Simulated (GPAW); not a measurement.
Te2Mo:

```xyz
6
Lattice="3.5182 0.0000 0.0000 -1.7591 3.0469 0.0000 0.0000 0.0000 13.9736" Properties=species:S:1:pos:R:3 pbc="T T T"
Te    1.7591    1.0156    5.2960
Te    0.0000    2.0312   12.2828
Te    1.7591    1.0156    1.6908
Te    0.0000    2.0312    8.6776
Mo    1.7591    1.0156   10.4802
Mo    0.0000    2.0312    3.4934
```

- Program: GPAW 26.7.0
- Task: relaxation of cell and atoms
- Functional: AM05
- Dispersion: D4
- Potentials or basis: PAW data sets generated in the run's folder for this functional
- Cutoff: 600 eV
- Basis: pw
- k mesh: 5 × 5 × 2
- Occupations: fermi-dirac, width 0.05 eV
- Spin: no spin polarisation

At the start: pressure -3.9 GPa; volume 24.96 Å³/atom.

Where does the relaxation end?

Over 12 steps the energy falls by 16.6 meV/atom and the volume is 23.25 Å³/atom (-6.8 %); space group P6_3/mmc (No. 194, to 0.05 Å).

Step by step:
```tsv
step	energy change (eV)	largest force (eV/Å)	pressure (GPa)	volume (Å³)
1	0.0000	0.2601	-3.89	149.79
2	-0.0176	0.1530	-3.28	149.14
3	-0.0517	0.2651	-0.73	146.36
4	-0.0569	0.2648	-0.59	145.93
5	-0.0889	0.0729	0.11	141.78
6	-0.0896	0.0322	-0.09	141.83
7	-0.0902	0.0018	-0.26	141.83
8	-0.0915	0.0454	-0.47	141.70
9	-0.0941	0.0975	-0.68	141.23
10	-0.0972	0.1165	-0.67	140.36
11	-0.0992	0.0727	-0.37	139.70
12	-0.0998	0.0132	-0.07	139.53
```

Final structure:
```
CELL_PARAMETERS angstrom
3.44814 0.00000 0.00000
-1.72407 2.98618 0.00000
0.00000 0.00000 13.55079
ATOMIC_POSITIONS crystal
Te 0.66667 0.33333 0.38324
Te 0.33333 0.66667 0.88324
Te 0.66667 0.33333 0.11676
Te 0.33333 0.66667 0.61676
Mo 0.66667 0.33333 0.75000
Mo 0.33333 0.66667 0.25000
```

Caveat: the k mesh is coarse; later steps reuse the first step's grids.
